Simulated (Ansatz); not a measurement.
The system is InPd.

```
CELL_PARAMETERS angstrom
3.27188 0.00000 0.00000
0.00000 3.27188 0.00000
0.00000 0.00000 3.27188
ATOMIC_POSITIONS crystal
In 0.00000 0.00000 0.00000
Pd 0.50000 0.50000 0.50000
```

The cell comes from a database or a generator and needn't be the stable form of this composition.

- Program: Ansatz 0.2.0
- Task: relaxation of cell and atoms
- Functional: PBEsol
- Dispersion: D4
- Potentials or basis: Ansatz PAW
- Cutoff: 420 eV (not typed: the program's choice for these potentials)
- k mesh: 8 × 8 × 8
- Occupations: fermi-dirac, width 0.05 eV
- Spin: no spin polarisation

At the start: volume 17.51 Å³/atom.

**Question.** Where does the relaxation end?

**Answer.** It ends after 5 steps and the volume is 16.81 Å³/atom (-4.0 %); space group Pm-3m (No. 221, to 0.05 Å).

Step by step:
```
step  energy change (eV)  largest force (eV/Å)  volume (Å³)
   1              0.0000                0.0000        35.03
   2             -0.0247                0.0000        33.81
   3             -0.0252                0.0000        33.60
   4             -0.0252                0.0000        33.62
   5             -0.0246                0.0000        33.62
```

Final structure:
```
In Pd
1.0
     3.22757    0.00000    0.00000
     0.00000    3.22757    0.00000
     0.00000    0.00000    3.22757
In Pd
1 1
Direct
  0.00000 0.00000 0.00000
  0.50000 0.50000 0.50000
```

Caveat: the plane-wave basis is chosen anew once the cell has moved, so the energies of steps on either side of that aren't comparable; pairwise dispersion overbinds metals, which lowers pressure and volume; the PAW data sets come from PBE, with cores solved anew for the run's functional, which leaves a small shift of forces and pressure.
